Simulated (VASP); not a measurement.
Crystal: As.

```
As
1.0
     2.70368    0.00000    0.00000
     0.00000    2.70368    0.00000
     0.00000    0.00000    2.70368
As
1
Direct
  0.50000 0.50000 0.50000
```

This isn't the form of As at room conditions, which is rhombohedral.

| Item | Value |
| --- | --- |
| Program | VASP 6.6.1 |
| Task | relaxation of cell and atoms |
| Functional | RPBE |
| Potentials or basis | VASP PAW PBE potentials, release 64 (As) |
| Cutoff | 600 eV |
| k mesh | 10 × 10 × 10 |
| Occupations | fermi-dirac, width 0.05 eV |
| Spin | no spin polarisation |

At the start: pressure 4.0 GPa; volume 19.76 Å³/atom.

Q: How do energy, volume and symmetry change on relaxing?

A: Over 3 steps the energy falls by 11.3 meV/atom and the volume is 20.71 Å³/atom (+4.8 %); space group Pm-3m (No. 221, to 0.05 Å).

Step by step:
| step | energy change (eV) | largest force (eV/Å) | pressure (GPa) | volume (Å³) |
| --- | --- | --- | --- | --- |
| 1 | 0.0000 | 0.0000 | 3.97 | 19.76 |
| 2 | -0.0087 | 0.0000 | -1.67 | 21.20 |
| 3 | -0.0113 | 0.0000 | 0.02 | 20.71 |

Final structure:
```cif
data_structure
_symmetry_space_group_name_H-M 'P 1'
_symmetry_Int_Tables_number 1
_cell_length_a 2.7464
_cell_length_b 2.7464
_cell_length_c 2.7464
_cell_angle_alpha 90.000
_cell_angle_beta 90.000
_cell_angle_gamma 90.000
_cell_volume 20.71
loop_
_atom_site_label
_atom_site_type_symbol
_atom_site_fract_x
_atom_site_fract_y
_atom_site_fract_z
_atom_site_occupancy
As1 As 0.50000 0.50000 0.50000 1
```

Caveat: the PAW data sets were made with another functional, which shifts forces and pressure a little.
